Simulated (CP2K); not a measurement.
Runs of CP2K 2026.2 on GaN. Symmetry: F-43m, No. 216, cubic system. The conventional cell has a = 4.507 Å, b = 4.507 Å, c = 4.507 Å, α = 90.00°, β = 90.00°, γ = 90.00°. Ga (site symmetry -43m) is surrounded by 4 N at 1.95 Å. Around N (site symmetry -43m) lie 4 Ga at 1.95 Å. The cell is a database's computed one.

```tsv
task	level	potentials or basis	smearing	EPS_DEFAULT	NGRIDS	points a segment of the path (NPOINTS)	bands added on the path	CUTOFF of the grids	gap on the mesh (eV)	pressure (GPa)
band structure	TB-mBJ	POTENTIAL_UZH Ga GTH-PBE-q13, N GTH-PBE-q5; TZVP-MOLOPT-PBE-GTH basis	fermi-dirac 0.1 eV	1.0E-9	5	6	2	675 Ry	1.46	-
band structure	PBEsol	POTENTIAL_UZH Ga GTH-PBE-q13, N GTH-PBE-q5; TZVP-MOLOPT-PBE-GTH basis	fermi-dirac 0.01 eV	1.0E-10	5	8	2	450 Ry	1.59	1.7
band structure	LDA	GTH_POTENTIALS Ga GTH-PADE-q13, N GTH-PADE-q5; TZVP-MOLOPT-PBE-GTH basis	fermi-dirac 0.01 eV	1.0E-9	5	8	4	450 Ry	(b)	-4.2
band structure	r2SCAN	POTENTIAL_UZH Ga GTH-SCAN-q13, N GTH-SCAN-q5; TZVP-MOLOPT-SCAN-GTH basis	fermi-dirac 0.01 eV	1.0E-9	4	6	6	675 Ry	(a)	0.4
```

Alike in all rows: no spin polarisation; cell as given; k mesh 10 × 10 × 10.

Estimate the missing entries.

(a) 2.02; (b) 1.68.

Caveats: the basis of atomic orbitals isn't converged, which shifts pressures, moduli and gaps; the potentials were made for another functional, which shifts forces and pressure (some runs); this is a model potential without an energy functional, so only levels have meaning (some runs).

A k mesh can miss the band edges, and the runs leave out spin-orbit coupling on Ga.

Runs at the PBE level aren't shown here.
